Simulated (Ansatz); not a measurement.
Te2Mo:

```
CELL_PARAMETERS angstrom
3.51820 0.00000 0.00000
-1.75910 3.04685 0.00000
0.00000 0.00000 13.97360
ATOMIC_POSITIONS crystal
Te 0.66667 0.33333 0.37900
Te 0.33333 0.66667 0.87900
Te 0.66667 0.33333 0.12100
Te 0.33333 0.66667 0.62100
Mo 0.66667 0.33333 0.75000
Mo 0.33333 0.66667 0.25000
```

| Item | Value |
| --- | --- |
| Program | Ansatz 0.2.0 |
| Task | relaxation of cell and atoms |
| Functional | LDA |
| Potentials or basis | Ansatz PAW |
| Cutoff | 420 eV (not typed: the program's choice for these potentials) |
| k mesh | 9 × 9 × 2 |
| Occupations | fermi-dirac, width 0.05 eV |
| Spin | no spin polarisation |

At the start: volume 24.96 Å³/atom.

Problem. How do energy, volume and symmetry change on relaxing?

Solution. It ends after 4 steps and the volume is 23.96 Å³/atom (-4.0 %); space group P6_3/mmc (No. 194, to 0.05 Å).

Step by step:
| step | energy change (eV) | largest force (eV/Å) | volume (Å³) |
| --- | --- | --- | --- |
| 1 | 0.0000 | 0.2935 | 149.79 |
| 2 | -0.0464 | 0.0243 | 144.98 |
| 3 | -0.0477 | 0.0049 | 143.74 |
| 4 | -0.0463 | 0.0047 | 143.74 |

Final structure:
```yaml
crystal:
  lattice:
    - [3.47187, 0.00000, 0.00000]
    - [-1.73593, 3.00673, 0.00000]
    - [0.00000, 0.00000, 13.76982]
  atoms:
    - { symbol: Te, position: [0.66667, 0.33333, 0.38048] }
    - { symbol: Te, position: [0.33333, 0.66667, 0.88048] }
    - { symbol: Te, position: [0.66667, 0.33333, 0.11952] }
    - { symbol: Te, position: [0.33333, 0.66667, 0.61952] }
    - { symbol: Mo, position: [0.66667, 0.33333, 0.75000] }
    - { symbol: Mo, position: [0.33333, 0.66667, 0.25000] }
```

Caveat: the plane-wave basis is chosen anew once the cell has moved, so the energies of steps on either side of that aren't comparable; the PAW data sets come from PBE, with cores solved anew for the run's functional, which leaves a small shift of forces and pressure.
